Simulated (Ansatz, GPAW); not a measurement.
Given: the input of a run of GPAW 26.7.0 (ASE script) on BaTiO3. Atoms were shifted at random by some hundredths of an Å from the given cell, which wasn't relaxed again for these runs. 

run.py

```python
from ase import Atoms
from ase.dft.bandgap import bandgap
from ase.io import write
from ase.units import GPa
from ase.parallel import parprint
from gpaw import GPAW, PW, setup_paths

setup_paths.insert(0, '.')

atoms = Atoms(['Ba', 'Ti', 'O', 'O', 'O'],
              cell=[[4.006, 0.0, 0.0],
                    [0.0, 4.006, 0.0],
                    [0.0, 0.0, 4.006]],
              scaled_positions=[[0.499582, 0.493219, 0.506278],
                                [0.00007, -0.002044, -0.010934],
                                [0.003381, 0.007636, 0.493172],
                                [0.000257, 0.49397, 0.006789],
                                [0.502622, -0.006537, 0.008546]],
              pbc=True)

calc = GPAW(mode=PW(800),
            xc='PBEsol',
            kpts={'size': (7, 7, 7), 'gamma': True},
            occupations={'name': 'fermi-dirac', 'width': 0.05},
            nbands=36,
            convergence={'density': 1e-05, 'energy': 1e-05},
            maxiter=150,
            txt='gpaw.txt')
atoms.calc = calc
energy = atoms.get_potential_energy()
forces = atoms.get_forces()
stress = atoms.get_stress()
calc.write('gs.gpw')
write('result.traj', atoms)
parprint(f'Energy: {energy:.6f} eV')
parprint('Forces (eV/A):')
parprint(forces.round(4))
parprint('Stress (GPa):', (stress / GPa).round(3))
parprint('Fermi level:', round(calc.get_fermi_level(), 4), 'eV')
parprint(f'Gap: {bandgap(calc)[0]:.4f} eV, direct: {bandgap(calc, direct=True)[0]:.4f} eV')
```

Potentials or basis: PAW data sets generated in the run's folder for this functional, pw.

Run with:

```sh
$ gpaw-setup -f PBEsol Ba O Ti
$ OMP_NUM_THREADS=1 mpirun -n 4 gpaw python run.py
```

**Question.** What does the same run look like in Ansatz 0.2.0? Potentials or basis there: Ansatz PAW, cutoff 420 eV.

**Answer.** As run (cutoffs and basis follow the program's own potentials, and thresholds, step limits or extra output files can differ):

The input input.yaml:

```yaml
crystal:
  lattice:
    - [4.006, 0.0, 0.0]
    - [0.0, 4.006, 0.0]
    - [0.0, 0.0, 4.006]
  atoms:
    - { symbol: Ba, position: [0.499582, 0.493219, 0.506278] }
    - { symbol: Ti, position: [7.0e-05, -0.002044, -0.010934] }
    - { symbol: O, position: [0.003381, 0.007636, 0.493172] }
    - { symbol: O, position: [0.000257, 0.49397, 0.006789] }
    - { symbol: O, position: [0.502622, -0.006537, 0.008546] }
hamiltonian:
  xc: pbesol
  pseudopotentials: { kind: paw }
kpoints:
  mp_grid: { grid: [7, 7, 7] }
scf:
  occupations: { method: fermi_dirac, width: 0.05 }
output:
  forces: true
  stress: true
  eigenvalues: true
```

Potentials or basis: Ansatz PAW.

Command:

```bash
$ ansatz run input.yaml --threads 1 --pin off --max-ram 3584MiB --backend cpu --events-out ev --progress --plain --runs-dir out
```

Both were run:

|  | GPAW | Ansatz |
| --- | --- | --- |
| Pressure | -3.1 GPa | -4.6 GPa |
| Largest force | 0.727 eV/Å | 0.735 eV/Å |

Ansatz's pressure holds a Pulay term of +0.59 GPa for its cutoff of 420 eV, which the other run lacks.

Ansatz's potentials were made for PBE.

Where Ansatz's input types no cutoff or centring, it takes its own default and a Γ-centred mesh.

Pressure is positive in compression.
